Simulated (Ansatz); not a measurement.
Take a crystal in which Ba has been replaced by Sr on all its sites, with the cell rescaled by a rough guess (in some cases also distorted within its space group) and nothing relaxed:

```xyz
4
Lattice="4.7675 0.0000 0.0000 0.0000 4.7675 0.0000 0.0000 0.0000 3.9582" Properties=species:S:1:pos:R:3 pbc="T T T"
Sr    0.0000    2.3838    1.0785
Sr    2.3838    0.0000    2.8798
O     2.3838    2.3838    0.0000
O     0.0000    0.0000    0.0000
```

All numbers below come from DFT PBEsol, scalar-relativistic, plane waves, PAW (Ansatz).

Settings: cutoff 420 eV, Γ-centred mesh 6×6×8 on the computed 4-atom cell, Gaussian smearing of 0.02 eV; no spin polarisation.

(1) What pressure does the cell carry?

(2) Is it a metal on this mesh?

(3) What is its energy against the elements in their standard states?

## Answers

(1) The pressure is -11.9 GPa (positive in compression), so the cell would contract.

(2) No: the gap is 1.42 eV, the least direct gap 1.47 eV.

(3) -2.297 eV/atom at this unrelaxed geometry, with the elements in the same functional.

This form isn't the usual stable structure of the compound.